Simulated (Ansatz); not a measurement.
# Zone-centre phonons of BN: input and output

Method: Ansatz, DFT LDA, scalar-relativistic, plane waves, PAW.

Launched with:
```bash
ansatz run input.yaml --threads 1 --pin off --max-ram 3072MiB --backend cpu --events-out ev --progress --plain --runs-dir out
```

Input (bare energies are in eV):
```yaml
crystal:
  lattice:
    - [1.2442985526, 0.7183961043, 3.2240992006]
    - [-1.2442985526, 0.7183961043, 3.2240992006]
    - [0.0, -1.4367922086, 3.2240992005]
  atoms:
    - { symbol: B, position: [0.9997405139, 0.9997405139, 0.9997405139] }
    - { symbol: "N", position: [0.3326924861, 0.3326924861, 0.3326924861] }
basis:
  ecutwfc: 420
kpoints:
  mp_grid: { grid: [12, 12, 12] }
hamiltonian:
  xc: lda
scf:
  occupations: { method: fixed }
output:
  eigenvalues: true
phonons:
  method: dfpt
  dielectric: true
  rigid_motions: translations
  eigenvectors: true
```

The end of the output:
```
--- Phonons (Γ-DFPT): 4 representative perturbations + reference, on 476 of 1728 k-points (Σ response iterations 12) ---
  k mesh reduced under 2 symmetry operations, with k and −k counted as one. Each operation leaves every solved perturbation unchanged. A smaller set is not considered because the run solves the response ...
  ASR residual: 7.400e-5 → 0.000e0 eV/Å²; symmetrization residual: 6.698e-7 eV/Å²
  ASR residual per site (eV/Å²): 7.40e-5 2.92e-5
  Γ frequencies (cm⁻¹): 0.00 0.00 0.00 758.02 1386.82 1386.82
  ε∞ (high-frequency dielectric tensor):
        4.947770     0.000000     0.000000
        0.000000     4.947770     0.000000
       -0.000000     0.000000     2.827222
  ε⁰ (static dielectric tensor: ions relaxed, cell fixed):
        6.705693     0.000000    -0.000000
        0.000000     6.705693     0.000000
       -0.000000     0.000000     3.293148
  ε⁰ − ε∞ (ionic part):
        1.757923     0.000000    -0.000000
        0.000000     1.757923     0.000000
       -0.000000     0.000000     0.465926
  softest optical mode at Γ: 758.02 cm⁻¹; the repairs (sum rule, projections) moved no ω² at Γ by more than (1.40 cm⁻¹)²
  Born effective charges Z* (e; rows j = field, columns β = displacement):
    site 0:
         2.69243    0.00000   -0.00000
         0.00000    2.69243    0.00000
         0.00000    0.00000    0.75764
    site 1:
        -2.69243   -0.00000    0.00000
         0.00000   -2.69243   -0.00000
         0.00000   -0.00000   -0.75764
  Z* charge neutrality: 5.753e-6 e pre-enforcement
  k-mesh period / interband length: 29.9 Å / 1.41 Å = 21.20 at k = (0.0000, -0.5000, -0.5000), direct gap 5.331 eV — 14 or more, which is no proof of convergence
  optical modes at Γ without the LO–TO term, one row a degenerate level:
      ω (cm⁻¹) modes IR ((D/Å)²/amu)
        758.02      1             2.1705
       1386.82      2            54.8227
  optical modes at Γ + LO–TO along q̂ = [1.0000, 0.0000, 0.0000]:
      ω (cm⁻¹) modes IR ((D/Å)²/amu)
        758.02      1             2.1705
       1386.82      1            27.4114
       1614.50      1            27.4114
  optical modes at Γ + LO–TO along q̂ = [0.0000, 1.0000, 0.0000]:
      ω (cm⁻¹) modes IR ((D/Å)²/amu)
        758.02      1             2.1705
       1386.82      1            27.4114
       1614.50      1            27.4114
  optical modes at Γ + LO–TO along q̂ = [0.0000, 0.0000, 1.0000]:
      ω (cm⁻¹) modes IR ((D/Å)²/amu)
        818.10      1             2.1705
       1386.82      2            54.8227
```

The run took 23 s on 1 thread of Intel(R) Xeon(R) 6975P-C (Granite Rapids), with other jobs on the host, peak memory 0.57 GiB.

The crystal is built of layers and no dispersion correction was added, so the binding between them is poorly described, and with it their spacing and whatever depends on it.

This form isn't the usual stable structure of the compound.